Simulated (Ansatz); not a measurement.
**TlBr (CsCl type): the equilibrium volume**

At what volume is TlBr (CsCl type) free of pressure?

Computed with Ansatz 0.2.0 (DFT PBEsol, scalar-relativistic, plane waves, PAW, unless a step's input says otherwise).

### Step 1. Starting point

Symmetry: Pm-3m, No. 221, cubic system. Conventional cell: a = 3.998 Å, b = 3.998 Å, c = 3.998 Å, α = 90.00°, β = 90.00°, γ = 90.00°. Tl (site symmetry m-3m) has 8 Br at 3.46 Å in its first shell of neighbours. Br (site symmetry m-3m) has 8 Tl at 3.46 Å in its first shell of neighbours.

Structure file:

```
CELL_PARAMETERS angstrom
3.99818 0.00000 0.00000
0.00000 3.99818 0.00000
0.00000 0.00000 3.99818
ATOMIC_POSITIONS crystal
Tl 0.00000 0.00000 0.00000
Br 0.50000 0.50000 0.50000
```

### Step 2. At the starting volume

The input, input.yaml:

```yaml
crystal:
  lattice:
    - [3.9981832474, 0.0, 0.0]
    - [0.0, 3.9981832474, 0.0]
    - [0.0, 0.0, 3.9981832474]
  atoms:
    - { symbol: Tl, position: [0.0, 0.0, 0.0] }
    - { symbol: Br, position: [0.5, 0.5, 0.5] }
basis:
  ecutwfc: 420
  ecutrho_ratio: 4
kpoints:
  mp_grid: { grid: [8, 8, 8] }
hamiltonian:
  xc: pbesol
scf:
  occupations: { method: gaussian, width: 0.05 }
output:
  forces: true
  stress: true
  eigenvalues: true
```

Run with:

```console
$ ansatz run input.yaml --threads 4 --pin off --max-ram 8192MiB --backend cpu --events-out ev --progress --plain --runs-dir out
```

Further steps of the session: A step to a new volume; A step to a new volume; A step to a new volume.

What does the calculation give? Wanted: volume; pressure; conventional cell; gap on the mesh.

**Answer**, as computed:

```
         quantity                                                                      value
           volume                                                             29.991 Å³/atom
         pressure                                                                   0.00 GPa
conventional cell  a = 3.914 Å, b = 3.914 Å, c = 3.914 Å, α = 90.00°, β = 90.00°, γ = 90.00°
  gap on the mesh                                                                    1.59 eV
```

In words: Over the 4 runs shown the cell moved from 31.96 to 29.99 Å³/atom, a change of -6.1 %, where the pressure is zero within 0.01 GPa. Spin–orbit coupling is left out, though the cell holds Tl; in elements this heavy it can shift levels and gaps by tenths of an eV. No dispersion term is included, so distances between weakly bound layers or units are the least certain numbers.

The gaps are Kohn-Sham values of a semilocal functional, not quasiparticle or optical gaps. Such gaps usually fall short of the measured ones; spin-orbit coupling, left out here, narrows gaps with Tl, so the two errors partly cancel.
